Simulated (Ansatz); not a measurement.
# ZnCu2SnS4: the cost of one run

All numbers are computed with the Python package of Ansatz 0.2.0. Level of theory: DFT PBE, plane waves, norm-conserving potentials.

## (1) The system

It takes space group I-4 (No. 82, tetragonal). Conventional cell: a = 5.434 Å, b = 5.434 Å, c = 10.850 Å, α = 90.00°, β = 90.00°, γ = 90.00°. Zn (site symmetry -4) has 4 S at 2.33 Å as nearest neighbours. Cu (site symmetry -4) is surrounded by 4 S at 2.33 Å. Around Sn (site symmetry -4) lie 4 S at 2.41 Å. S (site symmetry 1) is surrounded by 1 Zn at 2.33 Å and 2 Cu at 2.33 Å and 1 Sn at 2.41 Å.

The script holds or builds the structure itself.

## (2) The script

File run_bands.py:

```python
# -*- coding: utf-8 -*-
from pathlib import Path
import logging
import sys
import warnings

import ansatz as az
import numpy as np

logging.basicConfig(stream=sys.stdout, format="[%(levelname)s] %(message)s")
logger = logging.getLogger("calc")
logger.setLevel(logging.INFO)


def main():
    warnings.simplefilter("ignore", az.DeckWarning)

    lattice = az.Lattice.of(
        (-2.7171, 2.7171, 5.4248),
        (2.7171, -2.7171, 5.4248),
        (2.7171, 2.7171, -5.4248),
    )
    sites = [
        ("Zn", (0.25, 0.75, 0.5)),
        ("Cu", (0.0, 0.0, 0.0)),
        ("Cu", (0.75, 0.25, 0.5)),
        ("Sn", (0.5, 0.5, 0.0)),
        ("S", (0.37161, 0.88441, 0.9996)),
        ("S", (0.11559, 0.11519, 0.4872)),
        ("S", (0.88481, 0.37201, 0.0004)),
        ("S", (0.62799, 0.62839, 0.5128)),
    ]
    xtal = az.Crystal(lattice=lattice)
    for symbol, position in sites:
        xtal = xtal.atom(symbol, position)

    path = [
        ("G", (0.0, 0.0, 0.0)),
        ("X", (0.0, 0.0, 0.5)),
        ("P", (0.25, 0.25, 0.25)),
        ("N", (0.0, 0.5, 0.0)),
        ("G", (0.0, 0.0, 0.0)),
        ("M", (0.5, 0.5, -0.5)),
    ]
    job = (
        xtal.calculation()
        .functional(az.Functional.PBE)
        .scf(max_iterations=150, algorithm="direct_min")
        .kpoints(4)
        .pseudopotentials("nc")
        .occupations("Fermi-Dirac")
        .band_structure([point for _, point in path], intervals=4)
        .scf(extra_bands=10)
        .potential_components()
        .band_table()
    )
    try:
        res = job.run(threads=1, backend="cpu")
    except az.NonConvergedError as error:
        sys.exit(f"no convergence: {error}")
    except az.RefusalError as error:
        sys.exit(f"input refused: {error}")
    data = res.report

    for key in ("converged", "n_iterations", "n_electrons", "n_kpoints", "n_pw", "n_symmetry_ops", "free_energy_ev", "fermi_energy_ev"):
        logger.info(f"{key:18s} {data[key]}")

    folder = Path(res.write_results("parts"))
    text = (folder / "v_comp_z.tsv").read_text().splitlines()
    rows = np.array([line.split() for line in text if not line.startswith("#")], dtype=float)
    print(text[0])
    print(np.array2string(rows[:: max(len(rows) // 12, 1)], precision=3, suppress_small=True))

    gap = None if "band_edges_ev" not in data else data["band_edges_ev"][1] - data["band_edges_ev"][0]
    print("gap on the k mesh:", "withheld (metal, or smearing too wide to tell)" if gap is None else f"{gap:.3f} eV")
    print("lowest empty less highest filled band, by band count:", round(data["gap_by_band_count_ev"], 3), "eV")

    bands = res.band_structure()
    fermi = bands.fermi_energy_ev
    logger.info(f"zero of the bands: {fermi:.3f} eV, the Fermi level found on the SCF mesh")
    for spin, channel in enumerate(bands.channels):
        levels = channel.eigenvalues_ev - fermi
        crossing = [b for b in range(levels.shape[1]) if levels[:, b].min() < 0 < levels[:, b].max()]
        print(f"channel {spin}: bands that cross the Fermi level on this path:", [b + 1 for b in crossing] or "none")
        shown = crossing or sorted(np.argsort(np.abs(levels).min(axis=0))[:2])
        for k, row in zip(bands.kpoints_frac, levels[:, shown]):
            print(f"{k[0]:7.3f} {k[1]:7.3f} {k[2]:7.3f}  ", " ".join(f"{e:8.3f}" for e in row))


if __name__ == "__main__":
    main()
```

## (3) The run

Run with:

```sh
$ python run_bands.py
```

What time and memory should one allow on 1 thread of Arm Neoverse V2, shared host?

About 4.4 min, with a peak of 1.5 GiB.
